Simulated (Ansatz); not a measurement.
SnSe under changes of volume

One of the cells (27.271 Å³/atom); the others are scaled copies at fixed shape and fractional positions:

```
CELL_PARAMETERS angstrom
0.00000 3.01000 3.01000
3.01000 0.00000 3.01000
3.01000 3.01000 0.00000
ATOMIC_POSITIONS crystal
Sn 0.00000 0.00000 0.00000
Se 0.50000 0.50000 0.50000
```

Measurements of this composition are mostly on another form, of space group No. 62.

* Program: Ansatz 0.2.0
* Functional: exchange-only PBE
* Potentials or basis: Ansatz PAW
* Cutoff: 420 eV (not typed: the program's choice for these potentials)
* k mesh: 8 × 8 × 8
* Occupations: fermi-dirac, width 0.05 eV
* Spin: no spin polarisation

```tsv
volume (Å³/atom)	energy over the lowest point (meV/atom)	pressure (GPa)	gap on the mesh (eV)
25.635	?	?	?
26.180	167.77	13.5	0.57
26.725	124.63	11.9	0.48
27.271	86.71	10.4	0.40
27.816	53.58	9.1	0.32
28.362	24.81	7.9	0.24
28.907	0.00	6.8	0.17
```

What does the run at 25.635 Å³/atom give?

Energy over the lowest point 216.69 meV/atom; pressure 15.3 GPa; gap on the mesh 0.66 eV.

Worked out: A Birch-Murnaghan fit of order 3 (a polynomial in V^(-2/3)) to the other rows has no minimum within the range. It gives 216.70 meV/atom at 25.635 Å³/atom, against the run's 216.69, and -dE/dV = 15.3 GPa, against 15.3. A straight line through the other rows of the gap, of slope -4.04 eV per unit of ln V (its deformation potential), extrapolates to 0.65 eV, against the run's 0.66.

Energies are extrapolated to zero smearing.

Caveats: spin-orbit coupling is left out, which moves the levels of the heavy elements; the PAW data sets come from PBE, with cores solved anew for the run's functional, which leaves a small shift of forces and pressure.

A mesh can miss the band edges.
